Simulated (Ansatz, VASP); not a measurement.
## Al: VASP beside Ansatz

Contents of INCAR:

```
SYSTEM = Al
  ALGO = Normal
  EDIFF = 1E-7
  ENCUT = 520
  GGA = PS
  ISIF = 2
  ISMEAR = -1
  LASPH = .True.
  LCHARG = .False.
  LREAL = .False.
  LWAVE = .False.
  NBANDS = 10
  NELM = 60
  PREC = Accurate
  SIGMA = 0.05
```

File KPOINTS:

```
k-points
0
Gamma
  11 11 6
  0 0 0
```

The input POSCAR:

```
Al
1.0
    2.7935792435      0.0000000000      0.0000000000
   -1.3967896217      2.4193105923      0.0000000000
    0.0000000000      0.0000000000      4.8341855930
Al
2
Direct
    0.3333333333      0.6666666667      0.2500000000
    0.6666666667      0.3333333333      0.7500000000
```

File input.yaml:

```yaml
crystal:
  lattice:
    - [2.7935792435, 0.0, 0.0]
    - [-1.3967896217, 2.4193105923, 0.0]
    - [0.0, 0.0, 4.834185593]
  atoms:
    - { symbol: Al, position: [0.3333333333, 0.6666666667, 0.25] }
    - { symbol: Al, position: [0.6666666667, 0.3333333333, 0.75] }
hamiltonian:
  xc: pbesol
  pseudopotentials: { kind: paw }
kpoints:
  mp_grid: { grid: [11, 11, 6] }
scf:
  occupations: { method: fermi_dirac, width: 0.05 }
output:
  forces: true
  stress: true
  eigenvalues: true
  write_density: true
  write_potential: true
  elf: true
  volumetric_format: npy
```

Change from the starting cell: volume scaled by 0.98.

Alike in both runs: task single point; functional PBEsol; k mesh 11 × 11 × 6; occupations fermi-dirac, width 0.05 eV; no spin polarisation.

```csv
,VASP,Ansatz
version,VASP 6.6.1,Ansatz 0.2.0
potentials or method,"VASP PAW PBE potentials, release 64 (Al)",Ansatz PAW
plane-wave cutoff (eV),520,420
valence electrons in the cell,6,6
```

|  | VASP | Ansatz | Ansatz less VASP |
| --- | --- | --- | --- |
| gap on the k mesh at the Fermi level (eV) | none | none | - |
| pressure (GPa) | 0.3 | 0.2 | -0.06 |
| largest component of the traceless stress (GPa) | 3.45 | 3.43 | -0.025 |

A gap of «none» marks a metal or a gap that the smearing closes.

Caveats: the PAW data sets were made with another functional, which shifts forces and pressure a little (VASP); the PAW data sets come from PBE, with cores solved anew for the run's functional, which leaves a small shift of forces and pressure (Ansatz).
